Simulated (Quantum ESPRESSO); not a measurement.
Input of a Quantum ESPRESSO 7.5 run:

Contents of pw.in:

```
&CONTROL
  calculation = 'scf'
  prefix = 'pwscf'
  outdir = './tmp'
  pseudo_dir = './pseudo'
  tprnfor = .true.
  tstress = .true.
  disk_io = 'low'
/
&SYSTEM
  ibrav = 0
  nat = 2
  ntyp = 2
  ecutwfc = 45
  ecutrho = 360
  nbnd = 9
  occupations = 'smearing'
  smearing = 'fd'
  degauss = 0.00367493
/
&ELECTRONS
  conv_thr = 4d-10
  electron_maxstep = 120
  mixing_beta = 0.5
/
ATOMIC_SPECIES
As    74.9216 as_lda_v1.uspp.F.UPF
B     10.8100 b_lda_v1.4.uspp.F.UPF
CELL_PARAMETERS angstrom
   0.0000000000    2.3885000000    2.3885000000
   2.3885000000    0.0000000000    2.3885000000
   2.3885000000    2.3885000000    0.0000000000
ATOMIC_POSITIONS angstrom
As     3.5827500000    3.5827500000    3.5827500000
B      0.0000000000    0.0000000000    0.0000000000
K_POINTS automatic
8 8 8 1 1 1
```

File scf2.in:

```
&CONTROL
  calculation = 'scf'
  prefix = 'pwscf'
  outdir = './tmp'
  pseudo_dir = './pseudo'
  tprnfor = .true.
  tstress = .true.
  disk_io = 'low'
/
&SYSTEM
  ibrav = 0
  nat = 2
  ntyp = 2
  ecutwfc = 45
  ecutrho = 360
  nbnd = 9
  occupations = 'fixed'
/
&ELECTRONS
  conv_thr = 1d-13
  electron_maxstep = 120
  mixing_beta = 0.5
  startingpot = 'file'
  startingwfc = 'file'
/
ATOMIC_SPECIES
As    74.9216 as_lda_v1.uspp.F.UPF
B     10.8100 b_lda_v1.4.uspp.F.UPF
CELL_PARAMETERS angstrom
   0.0000000000    2.3885000000    2.3885000000
   2.3885000000    0.0000000000    2.3885000000
   2.3885000000    2.3885000000    0.0000000000
ATOMIC_POSITIONS angstrom
As     3.5827500000    3.5827500000    3.5827500000
B      0.0000000000    0.0000000000    0.0000000000
K_POINTS automatic
8 8 8 1 1 1
```

ph.in

```
dielectric of BAs
&INPUTPH
  prefix = 'pwscf'
  outdir = './tmp'
  tr2_ph = 1d-18
  fildyn = 'dyn'
  niter_ph = 90
  alpha_mix(1) = 0.7
  epsil = .true.
  trans = .false.
  zeu = .true.
/
0.0000000000 0.0000000000 0.0000000000
```

Potentials or basis: GBRV 1.5 LDA.

Launch:

```bash
$ OMP_NUM_THREADS=1 pw.x -in pw.in > pw.out
$ OMP_NUM_THREADS=1 pw.x -in scf2.in > scf2.out
$ OMP_NUM_THREADS=1 ph.x -in ph.in > ph.out
```

Question: Predict the electronic dielectric tensor (diagonal).

Answer: 9.74.

Question: Predict the Born charges (mean of the diagonal).

Answer: As +0.48; B -0.48 e.

Question: Predict the pressure.

Answer: -2.6 GPa.

Electronic dielectric tensor:
```
9.74 0.00 0.00
0.00 9.74 0.00
0.00 0.00 9.74
```
